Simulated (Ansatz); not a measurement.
The cell is PbTe in the NiAs structure; cell and atoms were relaxed with r2SCAN. The symmetry is P6_3/mmc (No. 194, hexagonal); a = 4.544 Å, c = 7.926 Å in the conventional setting, 35.43 Å³ an atom. Pb has 6 Te at 3.29 Å; Te has 6 Pb at 3.29 Å.

```
Pb Te
1.0
     4.54395    0.00000    0.00000
    -2.27198    3.93518    0.00000
     0.00000    0.00000    7.92576
Pb Te
2 2
Direct
  0.00000 0.00000 0.00000
  0.00000 0.00000 0.50000
  0.33333 0.66667 0.25000
  0.66667 0.33333 0.75000
```

4 runs of Ansatz 0.2.0 on this cell differ in the functional (and in the settings that go with it). Levels are in eV from each run's valence top; v1 is the last filled band, c1 the first empty one.

Run A, mean stress -0.1 GPa (compression positive):
```tsv
point	v5	v3	v1	c1	c2	c3
Γ	-1.99	-1.37	-0.07	0.97	3.03	3.03
M	-4.52	-1.54	-1.21	1.07	1.79	2.96
K	-3.85	-3.66	0.00	3.62	3.83	3.83
```

Run B, mean stress -2.9 GPa (compression positive):
```tsv
point	v5	v3	v1	c1	c2	c3
Γ	-1.65	-1.09	-0.12	-0.03	1.90	1.90
M	-3.93	-1.24	-1.08	0.07	0.81	1.88
K	-3.33	-3.19	0.00	2.46	2.67	2.67
```

Run C, mean stress +0.6 GPa (compression positive):
```tsv
point	v5	v3	v1	c1	c2	c3
Γ	-1.67	-1.13	-0.11	0.06	1.96	1.96
M	-3.93	-1.28	-1.07	0.16	0.86	1.93
K	-3.34	-3.20	0.00	2.51	2.70	2.70
```

Run D, mean stress 0.0 GPa (compression positive):
```tsv
point	v5	v3	v1	c1	c2	c3
Γ	-1.79	-1.24	-0.09	0.38	2.14	2.14
M	-4.09	-1.40	-1.09	0.44	1.01	2.09
K	-3.47	-3.33	0.00	2.69	2.92	2.92
```

**Question.** Match the runs to LDA, PBE, r2SCAN, PBE0.

**Answer.** A is PBE0, B is LDA, C is PBE, D is r2SCAN. In order of the gap: LDA none (overlap 0.03), PBE 0.06, r2SCAN 0.38, PBE0 0.97 eV.

(Calculated; spin-unpolarised; the phase may be known or hypothetical.)

Spin-orbit coupling is left out; in compounds of Pb, Bi, Tl or Hg it can lower a gap by up to about 1 eV, split its edges or invert the bands.

The stress of a hybrid is loosely converged in these runs.

Gaps or overlaps of about a tenth of an eV are at the limit of these meshes: between the points read a gap can be smaller or closed.

The meshes of the hybrids are coarse, so their gaps aren't converged to the digits shown.
